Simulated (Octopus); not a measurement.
Input of an Octopus 16.4 run:

inp

```
CalculationMode = gs
UnitsOutput = eV_Angstrom
PeriodicDimensions = 3
ExperimentalFeatures = yes
PseudopotentialSet = pseudodojo_pbesol
%LatticeParameters
 1*angstrom | 1*angstrom | 1*angstrom
%
%LatticeVectors
 0 | 3.059 | 3.059
 3.059 | 0 | 3.059
 3.059 | 3.059 | 0
%
%ReducedCoordinates
 "Sb" | 0.75 | 0.75 | 0.75
 "Ga" | 0 | 0 | 0
%
%Spacing
 0.13518998*angstrom | 0.13518998*angstrom | 0.13518998*angstrom
%
DerivativesOrder = 8
%KPointsGrid
 8 | 8 | 8
%
KPointsUseSymmetries = yes
XCFunctional = gga_x_pbe_sol + gga_c_pbe_sol
SmearingFunction = fermi_dirac
Smearing = 0.05*eV
ExtraStates = 6
Eigensolver = chebyshev_filter
ConvRelDens = 3e-7
MaximumIter = 120
```

Potentials or basis: pseudodojo_pbesol (PseudoDojo 0.4, PBEsol).

Launch:

```sh
$ OMP_NUM_THREADS=1 octopus > out.log
```

**Question.** Estimate the band gap on the k mesh.

**Answer.** None (metal or under the smearing width).

Caveat: this crystal is a semiconductor, whose small gap the functional closes, so the metal is an error of the method. Spin-orbit coupling is left out, which matters for the levels of Sb.

**Measured values to compare with.**

From a printed reference work, data compilation, for a bulk crystal of GaSb at 4.2 K: band gap 0.811 eV (direct).

Against the measured gap of GaSb, 0.811 eV (direct; 4.2 K; a printed reference work, data compilation), the calculated 0.00 eV is off by -0.81 eV. Spin-orbit coupling on Ga, Sb is left out. The value is that of PBEsol on a finite k mesh, which can miss the band edges, without temperature or zero-point motion. Semilocal functionals fall short of measured gaps as a rule.
